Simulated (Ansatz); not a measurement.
Write the native input for Ansatz 0.2.0 that does the following.

- Task: dielectric tensor
- Functional: PBEsol
- Potentials or basis: all-electron PAW datasets made for the crystal
- Cutoff: 220 eV (chosen from the basis error)
- k mesh: 8 × 8 × 8
- Occupations: fixed
- Spin: no spin polarisation

MgS:

```xyz
2
Lattice="0.0000 2.8331 2.8331 2.8331 0.0000 2.8331 2.8331 2.8331 0.0000" Properties=species:S:1:pos:R:3 pbc="T T T"
S     1.4166    1.4166    1.4166
Mg    0.0000    0.0000    0.0000
```

The cell comes from a database or a generator and needn't be the stable form of this composition.

These files were run (other wordings do the same):

input.yaml

```yaml
crystal:
  lattice:
    - [0.0, 2.8331200468, 2.8331200468]
    - [2.8331200468, 0.0, 2.8331200468]
    - [2.8331200468, 2.8331200468, 0.0]
  atoms:
    - { symbol: S, position: [0.25, 0.25, 0.25] }
    - { symbol: Mg, position: [0.0, 0.0, 0.0] }
kpoints:
  mp_grid: { grid: [8, 8, 8] }
scf:
  occupations: { method: fixed }
hamiltonian:
  xc: pbesol
  pseudopotentials: { kind: all_electron, datasets: crystal }
output: {}
dielectric: {}
```

Potentials or basis: all-electron PAW datasets made for the crystal.

The run is started by

```sh
$ ansatz run input.yaml --threads 1 --pin off --max-ram 3072MiB --backend cpu --events-out ev --progress --plain --runs-dir out
```

Results of the run:

- Band gap on the k mesh: 3.28 eV, direct
- Electronic dielectric tensor (diagonal): 4.14
- Born charges (mean of the diagonal): S -1.89; Mg +1.89 e

Run time: 34 s on 1 thread of Arm Neoverse V1, with other jobs on the host, peak memory 0.7 GiB.
